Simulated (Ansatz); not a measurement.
# AlN: the cost of one run

Method: DFT r2SCAN, scalar-relativistic, plane waves, PAW, in Ansatz 0.2.0.

## (1) The system as given

It takes space group P6_3mc (No. 186, hexagonal). Conventional cell: a = 3.111 Å, b = 3.111 Å, c = 4.978 Å, α = 90.00°, β = 90.00°, γ = 120.00°. Around Al (site symmetry 3m) lie 4 N at 1.89 to 1.92 Å. N (site symmetry 3m) has 4 Al at 1.89 to 1.92 Å as nearest neighbours.

Coordinates:

```xyz
4
Lattice="3.1110 0.0000 0.0000 -1.5555 2.6942 0.0000 0.0000 0.0000 4.9780" Properties=species:S:1:pos:R:3 pbc="T T T"
Al    0.0000    1.7961    0.0000
Al    1.5555    0.8981    2.4890
N     0.0000    1.7961    1.9165
N     1.5555    0.8981    4.4055
```

The cell is taken as given, not relaxed at this level.

## (2) The reference cell

The reference gives a free energy of -1856.9670 eV, pressure -0.60 GPa, largest force 0.194 eV/Å and gap on the mesh 4.80 eV. It was computed beforehand with the settings of the runs below.

## (3) Setting up energy and stress against strain

The cell is strained by ε times the Voigt pattern (0, 0, 0, 1, 0, 0) (xx, yy, zz, yz, xz, xy; engineering shear), with fractional coordinates fixed (clamped ions). The stress on the pattern is the sum of the stress components weighted by it, tension positive.

## (4) ε = -0.1000

input.yaml reads:

```yaml
crystal:
  lattice:
    - [3.1110021516, 0.0, 0.0]
    - [-1.5555010758, 2.6942068945, -0.1347103447]
    - [0.0, -0.2489, 4.978]
  atoms:
    - { symbol: Al, position: [0.3333333333, 0.6666666667, 0.0] }
    - { symbol: Al, position: [0.6666666667, 0.3333333333, 0.5] }
    - { symbol: "N", position: [0.3333333333, 0.6666666667, 0.385] }
    - { symbol: "N", position: [0.6666666667, 0.3333333333, 0.885] }
basis:
  ecutwfc: 500
kpoints:
  mp_grid: { grid: [12, 12, 6] }
hamiltonian:
  xc: r2scan
scf:
  occupations: { method: gaussian, width: 0.05 }
output:
  forces: true
  stress: true
  eigenvalues: true
```

On the command line:

```bash
$ ansatz run input.yaml --threads 1 --pin off --max-ram 2560MiB --backend cpu --events-out ev --progress --plain --runs-dir out
```

**Question.** How long does this run take on 1 thread of AMD EPYC 7R43 (Zen 3), shared host, and how much memory does it need?

About 17 s, with a peak of 0.62 GiB.
